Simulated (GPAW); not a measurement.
Crystal: Fe.

```
Fe
1.0
    -1.44300    1.44300    1.44300
     1.44300   -1.44300    1.44300
     1.44300    1.44300   -1.44300
Fe
1
Direct
  0.00000 0.00000 0.00000
```

Base run:

```yaml
Program: GPAW 26.7.0
Functional: PBEsol
Potentials_or_basis: PAW data sets generated in the run's folder for this functional
Cutoff: 600 eV
Basis: pw
k_mesh: 13 × 13 × 13
Occupations: fermi-dirac, width 0.05 eV
Spin: collinear spin, ferromagnetic start
Starting_moments: "[3.0] μB"
```

Its results: pressure -16.0 GPa; net moment 2.26 μB per cell; site moments Fe +2.29 μB.

After a change of settings the same cell gave: pressure -5.7 GPa; net moment 2.65 μB per cell; site moments Fe +2.71 μB. Which change was it?
A. hubbard terms from none to Fe d U = 3 eV
B. k mesh from 13 × 13 × 13 to 10 × 10 × 10
C. hubbard terms from none to Fe d U = 1 eV
D. functional from PBEsol to BLYP

C.

Caveats: the U is typed as a test and isn't derived for this compound (some runs).

Not every run made on this cell is shown here.
